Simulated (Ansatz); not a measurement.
# ZnInGaO4: molecular dynamics, part 2 of 2

Aim: heat the crystal hard, then quench it. Runs: 250 steps of 1.5 fs under a Langevin thermostat at 2000 K; 369 steps of 1 fs under a Langevin thermostat, set from 1600 K to 300 K by a schedule. The start is the crystal (R3m), its volume scaled by 1.15.

Ansatz 0.2.0; DFT PBE, plane waves, PAW, scalar-relativistic, no spin polarisation.

**6. Run 2**

369 steps of 1 fs under a Langevin thermostat, set from 1600 K to 300 K by a schedule, starting from the last frame of an earlier run, with new velocities.

The input, input.yaml:

```yaml
accuracy: low
crystal:
  lattice:
    - [-3.520922, -2.032805, 9.128944]
    - [3.520922, -2.032805, 9.128944]
    - [0.0, 4.06561, 9.128944]
  atoms:
    - { symbol: Zn, position: [0.28112081, 0.06111066, 0.31397559] }
    - { symbol: In, position: [0.09310004, -0.08581436, 0.0545161] }
    - { symbol: Ga, position: [0.76850501, 0.76011002, 0.79830889] }
    - { symbol: O, position: [0.38208373, 0.18109348, 0.29667232] }
    - { symbol: O, position: [0.72765616, 0.73239035, 0.67610307] }
    - { symbol: O, position: [0.15189734, 0.05838478, 0.13796588] }
    - { symbol: O, position: [0.9048443, 0.82532092, 0.85899583] }
    - { symbol: Zn, position: [0.72819238, 0.7768325, 0.17765733] }
    - { symbol: In, position: [0.49911332, 0.44378681, -0.00851728] }
    - { symbol: Ga, position: [0.31149792, 0.27167451, 0.79015672] }
    - { symbol: O, position: [0.95603346, 0.69709651, 0.2266206] }
    - { symbol: O, position: [0.17996211, 0.1852258, 0.74670066] }
    - { symbol: O, position: [0.68124089, 0.57968866, 0.10699688] }
    - { symbol: O, position: [0.37070832, 0.33290904, 0.89288637] }
    - { symbol: Zn, position: [0.73918723, 0.17192174, 0.72478374] }
    - { symbol: In, position: [0.55072427, -0.01814645, 0.49110856] }
    - { symbol: Ga, position: [0.30657842, 0.70654587, 0.33205438] }
    - { symbol: O, position: [0.78169472, 0.29180629, 0.78630821] }
    - { symbol: O, position: [0.25948033, 0.64501817, 0.22799106] }
    - { symbol: O, position: [0.59059691, 0.11759613, 0.63152843] }
    - { symbol: O, position: [0.41677711, 0.74726403, 0.40330579] }
    - { symbol: Zn, position: [0.17406041, 0.64264913, 0.83122583] }
    - { symbol: In, position: [-0.00013827, 0.47853817, 0.51726551] }
    - { symbol: Ga, position: [0.82064123, 0.22456812, 0.30564397] }
    - { symbol: O, position: [0.31984315, 0.74390823, 0.83128725] }
    - { symbol: O, position: [0.79080718, 0.07214893, 0.2799691] }
    - { symbol: O, position: [0.11267785, 0.59327629, 0.654569] }
    - { symbol: O, position: [0.88687916, 0.27919011, 0.38605792] }
basis:
  ecutwfc: 420.0
kpoints:
  mp_grid: { grid: [2, 2, 2] }
hamiltonian:
  xc: pbe
  pseudopotentials: { kind: paw, azcp: { folder: soft_1 } }
scf:
  occupations: { method: fermi_dirac, width: 0.17 }
  lower_state_search: "off"
md:
  timestep: 1
  n_steps: 369
  ensemble: nvt_langevin
  temperature: 1600.0
  initial_velocities: maxwell_boltzmann
  seed: 885352
  friction: 0.02
  temperature_schedule:
    - { n_steps: 277, end_temperature: 300.0 }
    - { n_steps: 92, end_temperature: 300.0 }
```

Run with:

```
$ ansatz run input.yaml --threads 4 --pin off --max-ram 10240MiB --backend cpu --events-out ev --progress --plain --runs-dir out
```

The log of the run, shortened:

```text
Warning: md: disabling space-group detection — thermal motion breaks the input geometry's symmetry, so no spatial operation reduces the k-mesh or symmetrises the density; time reversal is kept, so that k and −k are solved as one point where they differ and the mesh holds both, and exact [...]
Warning: RAYON_NUM_THREADS=4 ignored (pool sized by the plan → 4); use --threads N
[...]
band count auto-derived: 156 (N_el = 248.0; filled up to band 124; 152 by the electrons, moments and atoms)
[...]
Pseudopotentials: kind: paw
Pseudopotential: Zn, paw, valence charge 12, recommended cutoff 420 eV (normal), <dir>
Pseudopotential: In, paw, valence charge 13, recommended cutoff 420 eV (normal), <dir>
Pseudopotential: Ga, paw, valence charge 13, recommended cutoff 420 eV (normal), <dir>
Pseudopotential: O, paw, valence charge 6, recommended cutoff 420 eV (normal), <dir>
Functional definition: PBE
[...]
Crystal: 28 atoms, lattice volume = 392.034 Å³
Basis set: ecut = 420 eV, 7717 PW (Γ), FFT grids on a1−a3, a2−a3, a3, exchange–correlation on 96×96×144 points (8 copies of the dense FFT grid, shifted against one another)
Bands: 156, of which v1, the nominal top of the filled ones, is band 124 counted from 1 (123 counted from 0)
Symmetry: 1 space group operations
k-points: 8
[...]
SCF iter   1: F=—  HF=-59880.280593 eV  |F-HF|=—  |Δ(HF+E_count)|=         —  Δρ=8.86e-2  dr2=1.90e1  ethr=3.10e-3  ⟨swp⟩=5.1  Hψ=5078  notcnv=0  defer=62
[...]
md step     0: t =     0.00 fs  T =  1542.9 K (target 1600.0 K)  F+E_penalty+E_count = -59874.58088524 eV  E_kin = 5.584032 eV  (12 SCF iters)
[...]
md step     8: t =     8.00 fs  T =  1540.1 K (target 1564.8 K)  F+E_penalty+E_count = -59874.90055536 eV  E_kin = 5.574010 eV  (6 SCF iters)
[...]
md step    16: t =    16.00 fs  T =  1756.6 K (target 1527.3 K)  F+E_penalty+E_count = -59875.67834493 eV  E_kin = 6.357550 eV  (6 SCF iters)
[...]
md step    24: t =    24.00 fs  T =  1499.4 K (target 1489.7 K)  F+E_penalty+E_count = -59875.34951269 eV  E_kin = 5.426717 eV  (6 SCF iters)
[...]
md step    31: t =    31.00 fs  T =  1381.3 K (target 1456.9 K)  F+E_penalty+E_count = -59875.04579687 eV  E_kin = 4.999431 eV  (6 SCF iters)
md step    32: t =    32.00 fs  T =  1362.8 K (target 1452.2 K)  F+E_penalty+E_count = -59875.03042625 eV  E_kin = 4.932298 eV  (6 SCF iters)
```

**7. More of the same log: dynamics from the last frame of the run before**

Output, continued, shortened:

```text
md step    33: t =    33.00 fs  T =  1272.4 K (target 1447.5 K)  F+E_penalty+E_count = -59875.03510512 eV  E_kin = 4.605328 eV  (6 SCF iters)
[...]
md step    55: t =    55.00 fs  T =  1377.5 K (target 1344.2 K)  F+E_penalty+E_count = -59876.26363023 eV  E_kin = 4.985515 eV  (7 SCF iters)
[...]
md step    77: t =    77.00 fs  T =  1616.1 K (target 1241.0 K)  F+E_penalty+E_count = -59875.87824533 eV  E_kin = 5.848946 eV  (6 SCF iters)
[...]
md step    99: t =    99.00 fs  T =  1239.5 K (target 1137.7 K)  F+E_penalty+E_count = -59875.45621723 eV  E_kin = 4.486260 eV  (6 SCF iters)
[...]
md step   120: t =   120.00 fs  T =  1195.4 K (target 1039.2 K)  F+E_penalty+E_count = -59875.77
[...]
md step   369: t =   369.00 fs  T =   357.5 K (target 300.0 K)  F+E_penalty+E_count = -59880.73439301 eV  E_kin = 1.294008 eV  (7 SCF iters)
SCF converged after 7 iterations
Free energy (F): -59880.734393 eV
[...]
E sigma→0 (E₀):  -59880.645425 eV
Entropy (-TS):   -0.177935 eV (-6.355 meV/atom)
Fermi energy:    6.449435 eV
[...]
--- Forces (eV/Å), atoms counted from 1 ---
  atom   1  Zn    -0.50462305     0.61302131     0.44175133
  atom   2  In     0.27377645     0.80707634     0.04954484
  atom   3  Ga    -0.18378755    -0.74028258     0.31958986
  atom   4  O      0.40437634     0.12575554    -0.08107156
  atom   5  O     -0.41178845     0.28641772     0.19085181
  atom   6  O     -0.33243452    -0.36704215     0.32814255
  atom   7  O     -0.47633381     0.54106127    -0.36129369
  atom   8  Zn    -0.10825326     0.06929760     0.07553919
[...]
--- MD trajectory: 369 steps, t = 0.0 → 369.0 fs ---
  final state: T = 357.5 K   F+E_penalty+E_count = -59880.73439301 eV   E_kin = 1.294008 eV
```

Run time: 41 min. Hardware: 4 threads of Arm Neoverse V1, shared host; peak memory 1.9 GiB.

**8. Frames and traces**

One step in 27; energies are changes from step 0; msd is the mean square displacement from the start, the centre of mass held:

```tsv
time (fs)	T (K)	potential energy change (meV/atom)	msd In (Å²)	msd Zn (Å²)	msd O (Å²)	msd Ga (Å²)
0.0	1543	0.0	0.000	0.000	0.000	0.000
27.0	1402	-21.8	0.009	0.018	0.135	0.042
54.0	1351	-60.6	0.036	0.075	0.146	0.116
81.0	1703	-59.0	0.065	0.138	0.177	0.171
108.0	1064	-29.3	0.080	0.207	0.263	0.139
135.0	908	-41.9	0.092	0.281	0.294	0.126
162.0	1323	-97.5	0.117	0.276	0.292	0.124
189.0	986	-113.0	0.202	0.219	0.231	0.140
216.0	1211	-129.3	0.283	0.175	0.154	0.141
243.0	751	-152.9	0.348	0.254	0.175	0.109
270.0	575	-170.9	0.376	0.323	0.212	0.087
297.0	467	-186.3	0.374	0.391	0.173	0.068
324.0	415	-207.1	0.344	0.417	0.149	0.071
351.0	312	-214.5	0.316	0.420	0.144	0.076
369.0	358	-219.8	0.299	0.427	0.151	0.075
```

time (fs), T (K) and a bar:
```
      0.0       1543 ##########################
     16.0       1757 ##############################
     32.0       1363 ######################
     48.0       1373 ######################
     64.0       1204 ###################
     80.0       1622 ###########################
     96.0       1184 ##################
    112.0       1063 ################
    128.0       1051 ################
    144.0       1045 ###############
    160.0       1297 #####################
    176.0       1246 ####################
    193.0        923 #############
    209.0       1133 #################
    225.0       1098 #################
    241.0        821 ###########
    257.0        600 ######
    273.0        571 ######
    289.0        429 ###
    305.0        502 ####
    321.0        443 ###
    337.0        288 
    353.0        318 #
    369.0        358 #
```

Pair distribution over the second half of the run:

```tsv
r (Å)	g O–O	g Zn–O	g In–O
0.68	0.00	0.00	0.00
0.84	0.00	0.00	0.00
1.00	0.00	0.00	0.00
1.16	0.00	0.00	0.00
1.32	0.00	0.00	0.00
1.48	0.00	0.00	0.00
1.64	0.00	0.00	0.00
1.80	0.00	0.56	0.00
1.96	0.00	3.21	0.19
2.12	0.00	4.34	2.82
2.28	0.00	1.82	6.12
2.44	0.03	0.85	3.22
2.60	0.31	0.81	1.03
2.76	1.47	0.55	0.28
2.92	2.81	0.34	0.19
```

First peaks of g(r) that rise above 1 (not always the tallest), and, where a minimum follows, the mean number of second-named atoms round a first-named one up to the next minimum:

```tsv
pair	peak (Å)	height	minimum (Å)	neighbours
Zn–O	2.04	4.6	-	-
In–O	2.28	6.1	-	-
```

Maxima of the velocity power spectrum (cm⁻¹, relative height; resolution about 180 cm⁻¹): 140 (100).

**9. Snapshots as a file**

Positions (Å) and forces (eV/Å):

```xyz
28
Lattice="-3.521 -2.033 9.129 3.521 -2.033 9.129 0.000 4.066 9.129" Properties=species:S:1:pos:R:3:forces:R:3 pbc="T T T" time_fs=92.0 T=1083 dE=-1.0756
Zn   -0.502    0.390    5.748    1.344   -0.130    0.950
In   -0.363    0.107    0.446    0.505    0.011   -1.412
Ga   -0.160    0.255   21.695    0.260   -0.676   -3.717
O    -0.386    0.038    7.731   -0.052    0.830    0.852
O    -0.056    0.076   19.488   -0.733    0.619   -0.137
O    -0.497    0.004    3.146   -0.253    0.182   -0.418
O    -0.304    0.461   23.442    1.950    0.854    0.923
Zn    0.108   -1.706   15.418   -0.278   -0.185   -1.226
In   -0.218   -1.848    8.735    1.540    0.609    0.119
Ga   -0.083    1.800   12.373   -2.143    1.159    0.035
O    -0.162   -1.752   17.169   -0.618    0.232    2.350
O    -0.039    2.040   10.361   -0.510    0.442   -1.010
O    -0.484   -1.730   12.195    1.017   -1.012    0.378
O    -0.295    1.842   14.233    2.842    2.142   -0.070
Zn   -1.742    0.966   14.806   -1.671   -1.450    0.782
In   -1.883    1.147    9.512   -0.741   -0.880   -1.593
Ga    1.220   -0.941   12.479    0.984    0.586    0.142
O    -1.707    1.270   16.781   -1.193   -1.418    1.239
O     1.489   -0.911    9.894   -1.693    0.911    0.975
O    -2.015    1.116   12.387   -0.385   -0.112   -0.614
O     1.410   -0.759   14.472   -0.419   -0.306   -1.860
Zn    1.712    1.954   15.051   -2.845   -1.850    1.604
In    1.675    1.484    9.085    1.025   -1.664   -0.659
Ga   -2.350   -1.081   12.213    1.358    1.457    1.282
O     1.507    1.175   16.827    0.256    0.468    1.294
O    -2.054   -1.000   10.215   -0.461    0.145    0.166
O     1.556    1.017   12.265    1.220   -0.697    0.070
O    -2.279   -0.880   14.277   -0.305   -0.265   -0.446
28
Lattice="-3.521 -2.033 9.129 3.521 -2.033 9.129 0.000 4.066 9.129" Properties=species:S:1:pos:R:3:forces:R:3 pbc="T T T" time_fs=184.0 T=1079 dE=-3.1127
Zn   -0.108    0.556    6.098   -0.637    0.258   -2.662
In   -0.265    0.299    0.170   -2.204    0.395   -0.634
Ga   -0.361    0.079   21.442   -1.080    1.357    0.323
O    -0.055    0.464    7.882   -1.154   -0.782    2.319
O    -0.448    0.208   19.240    0.386    0.134    0.980
O    -0.295   -0.034    3.256    0.467    2.266   -0.750
O    -0.196    0.354   23.558    0.346   -0.166    0.039
Zn   -0.046   -1.658   15.338   -0.034    0.034   -1.201
In   -0.288   -2.009    9.028    0.669    1.516    0.749
Ga   -0.290    2.223   12.122   -1.156   -0.967    1.272
O    -0.222   -1.664   17.334    0.159   -0.636   -1.013
O    -0.487    2.266   10.016    0.566    0.027    1.288
O    -0.392   -1.965   12.447    0.272    0.100   -0.875
O    -0.377    2.225   14.236    1.644    0.274    0.394
Zn   -1.768    1.317   15.081   -0.909   -0.535   -0.965
In   -2.113    1.113    9.305   -0.054    0.297    0.206
Ga    1.405   -0.875   12.354   -0.381    0.084    0.412
O    -1.809    1.203   16.969   -0.823    0.276    1.112
O     1.418   -0.692   10.404    0.111   -0.640   -0.173
O    -2.286    1.257   12.158    1.789   -1.232   -0.485
O     1.522   -0.728   14.361    0.225   -0.477   -0.058
Zn    1.648    1.898   15.078   -1.501   -0.759    0.375
In    1.340    1.434    9.114    0.908   -1.398   -0.007
Ga   -2.060   -1.045   12.349   -0.349    0.550    0.804
O     1.575    1.747   17.278    0.030   -0.698   -1.673
O    -2.144   -0.961   10.225    1.475    0.496    0.526
O     1.280    1.208   12.216    1.424    0.345    0.177
O    -1.945   -0.724   14.427   -0.189   -0.120   -0.478
28
Lattice="-3.521 -2.033 9.129 3.521 -2.033 9.129 0.000 4.066 9.129" Properties=species:S:1:pos:R:3:forces:R:3 pbc="T T T" time_fs=277.0 T=575 dE=-5.0520
Zn   -0.323    0.407    5.889    0.520    0.111    0.473
In   -0.709    0.363   -0.195    1.764   -0.841   -0.175
Ga   -0.156    0.249   21.448   -0.765    1.036   -0.195
O    -0.305    0.343    7.915   -0.688   -0.381    0.293
O    -0.412    0.251   19.337    0.019   -0.606    0.519
O    -0.226    0.390    3.043   -0.161   -0.216    0.104
O    -0.181    0.445   23.521   -0.222   -0.733   -0.133
Zn   -0.230   -1.719   15.002   -0.286    0.395    0.088
In   -0.476   -1.828    9.368    0.379   -0.239   -1.027
Ga   -0.178    2.437   12.318   -1.039   -0.310   -1.376
O    -0.519   -1.676   17.174    0.520   -0.369   -0.246
O    -0.488    2.226   10.225    0.746    0.301    0.979
O    -0.313   -1.810   12.192    0.474    0.299    0.209
O    -0.285    2.554   14.223    0.123   -0.915    0.685
Zn   -1.985    1.584   15.140   -0.219   -0.255   -0.200
In   -2.241    1.150    9.141    0.652    0.893   -0.499
Ga    1.575   -0.756   12.251   -1.073   -0.433    0.206
O    -2.282    1.277   17.066    0.437    0.428    0.478
O     1.315   -0.787   10.190    0.155    0.616    0.757
O    -2.061    1.330   12.432    0.450   -0.666   -0.121
O     1.515   -0.779   14.368   -0.394    0.311   -0.532
Zn    1.499    1.445   14.583    0.165   -0.412    1.295
In    1.223    1.300    9.107    0.068    0.570   -0.528
Ga   -2.061   -0.672   12.433    0.707   -0.412   -0.301
O     1.440    1.223   17.053   -1.034   -0.225   -0.075
O    -2.012   -0.740   10.203   -1.053    0.688    0.526
O     1.576    1.221   12.525   -0.103    0.650   -0.734
O    -1.995   -0.909   14.396   -0.143    0.713   -0.472
28
Lattice="-3.521 -2.033 9.129 3.521 -2.033 9.129 0.000 4.066 9.129" Properties=species:S:1:pos:R:3:forces:R:3 pbc="T T T" time_fs=369.0 T=358 dE=-6.1535
Zn   -0.159    0.271    5.823   -0.505    0.613    0.442
In   -0.462    0.155   -0.093    0.274    0.807    0.050
Ga   -0.279    0.462   21.464   -0.184   -0.740    0.320
O    -0.397    0.266    8.097    0.404    0.126   -0.081
O    -0.315    0.298   19.411   -0.412    0.286    0.191
O    -0.252    0.396    3.152   -0.332   -0.367    0.328
O    -0.277    0.304   23.548   -0.476    0.541   -0.361
Zn   -0.269   -1.706   14.975   -0.108    0.069    0.075
In   -0.414   -1.745    9.265    0.235    0.594   -0.555
Ga   -0.327    2.415   12.218    0.348    0.459    0.427
O    -0.332   -1.638   17.116   -0.179   -0.554    0.170
O    -0.354    2.357   10.227    0.431    0.025   -0.137
O    -0.401   -1.634   12.372    0.700   -0.491    0.069
O    -0.366    2.491   14.498    0.361   -1.134   -0.625
Zn   -2.068    1.438   15.039    0.026   -0.157   -0.247
In   -2.130    1.272    9.156    0.277   -0.072   -0.231
Ga    1.458   -0.592   12.265    0.228   -0.731    0.379
O    -2.127    1.287   17.040   -0.171    0.217    1.353
O     1.397   -0.709   10.308    0.155    0.020   -0.550
O    -2.023    1.498   12.335   -0.298   -0.362    0.215
O     1.392   -0.676   14.301    0.085   -0.183    0.278
Zn    1.375    1.258   14.905    0.031    0.414    0.079
In    1.473    1.346    9.095   -0.591   -0.487   -0.234
Ga   -2.027   -0.600   12.341   -0.900    0.023    0.177
O     1.331    1.285   17.171    0.139    0.043   -0.064
O    -2.045   -0.607   10.369   -0.083   -0.257   -0.789
O     1.425    1.328   12.443   -0.162    1.218   -0.238
O    -2.157   -0.608   14.435    0.704    0.079   -0.439
```

On run 2: Under a schedule from 1600 to 300 K over 369 fs, the atoms average 317 K over the last tenth of the run. Such a rate, of order 10^16 K/s, is far beyond any furnace or quench. The atom that moves most swings out by 1.06 Å (the median distance to the nearest neighbour, bonds to H left out, is 1.93 Å), and none ends a neighbour distance from its start. Counted from the crystal's sites, with the common drift removed, the atoms stand 0.14 Å away over the last tenth of the run (root mean square), 7 % of the neighbour distance: under the 10 to 20 % at which crystals usually melt.

**10. Results**

The summary covers parts 1 to 2.

| quantity | value |
| --- | --- |
| run 1: length | 250 steps of 1.5 fs |
| run 1: temperature, first and last step | 1929 and 2457 K |
| run 1: temperature, second half | mean 2049 K, from 1172 to 2826 K |
| run 1: potential energy, second half | +260 meV/atom from this run's first step |
| run 1: mean square displacement, second half | Zn 0.217, In 0.148, O 0.147, Ga 0.128 Å² |
| run 2: length | 369 steps of 1 fs |
| run 2: temperature, first and last step | 1543 and 358 K |
| run 2: temperature, second half | mean 642 K, from 284 to 1284 K |
| run 2: potential energy, second half | -173 meV/atom from this run's first step |
| run 2: mean square displacement, second half | In 0.326, Zn 0.321, O 0.173, Ga 0.097 Å² |

Mean temperatures of the second halves: 2049 K, 642 K. In the last run: counted from the crystal's sites, with the common drift removed, the atoms stand 0.14 Å away over the last tenth of the run (root mean square), 7 % of the neighbour distance: under the 10 to 20 % at which crystals usually melt. A run of 369 fs with 28 atoms shows the motion but fixes no equilibrium value. Accuracy level and mesh were kept low to afford the steps.
